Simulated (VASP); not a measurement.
## A VASP 6.6.1 single-point calculation on BN

INCAR

```
ISIF = 2
NSW = 0
LREAL = .FALSE.
ENCUT = 520
LCHARG = .FALSE.
LASPH = .TRUE.
PREC = Accurate
SIGMA = 0.2
NBANDS = 16
GGA = RP
ISMEAR = 2
LWAVE = .FALSE.
NELM = 91
IBRION = -1
EDIFF = 1E-7
```

KPOINTS

```
KPOINTS created by Atomic Simulation Environment
0
Gamma
12 12 6
0 0 0
```

POSCAR

```
B  N
 1.0000000000000000
     2.5439500026454032    0.0000000000287491    0.0000000000000000
    -1.2719750013475990    2.2031253282340346    0.0000000000000000
     0.0000000000000000    0.0000000000000000    4.2078153384603629
 B   N
   2   2
Cartesian
 -0.0000000000165984  1.4687502188322730  0.0008561420751621
  1.2719750013144020  0.7343751094305109  2.1047638113053435
 -0.0000000000165984  1.4687502188322730  1.5770746098474739
  1.2719750013144020  0.7343751094305109  3.6809822790776554
```

The recommended PBE PAW datasets give the neutral cell 16 valence electrons.

Command

```
mpirun -np 1 vasp_std
```

Problem. How does this run end, and what does it give?

Solution. It converged. Results: gap between bands v and c on the k mesh 5.26 eV; least direct gap on the k mesh 8.35 eV; pressure 10.8 GPa; largest force 0.01 eV/Å. Band v is the last that the valence electrons fill when counted band by band, and c is the next.

OSZICAR

```
N       E                     dE             d eps       ncg     rms          rms(c)
DAV:   1     0.404627395503E+02    0.40463E+02   -0.83840E+03  2440   0.976E+02
DAV:   2    -0.326784562690E+02   -0.73141E+02   -0.68638E+02  3552   0.232E+02
DAV:   3    -0.349873456097E+02   -0.23089E+01   -0.23031E+01  2736   0.371E+01
DAV:   4    -0.349928318166E+02   -0.54862E-02   -0.54858E-02  2976   0.208E+00
DAV:   5    -0.349928472929E+02   -0.15476E-04   -0.15476E-04  2696   0.100E-01    0.957E+00
DAV:   6    -0.332854503430E+02    0.17074E+01   -0.21535E+00  3072   0.134E+01    0.462E+00
DAV:   7    -0.331763536002E+02    0.10910E+00   -0.32492E-01  3136   0.460E+00    0.281E+00
DAV:   8    -0.331640315688E+02    0.12322E-01   -0.48695E-02  2576   0.191E+00    0.260E-01
DAV:   9    -0.331628950014E+02    0.11366E-02   -0.17251E-03  2912   0.524E-01    0.121E-01
DAV:  10    -0.331634330049E+02   -0.53800E-03   -0.88499E-04  2792   0.225E-01    0.294E-02
DAV:  11    -0.331634500585E+02   -0.17054E-04   -0.49590E-05  3104   0.700E-02    0.174E-02
DAV:  12    -0.331634529023E+02   -0.28438E-05   -0.99782E-06  2824   0.309E-02    0.273E-03
DAV:  13    -0.331634531603E+02   -0.25804E-06   -0.33512E-07  2960   0.555E-03    0.132E-03
DAV:  14    -0.331634532007E+02   -0.40396E-07   -0.28055E-08  1512   0.168E-03
   1 F= -.33163453E+02 E0= -.33163479E+02  d E =0.104176E-03
```

For comparison, a separate PBE run of the intended cell, on usual settings and not on those above, gives a gap of 5.19 eV on its mesh and a pressure of 4.9 GPa.
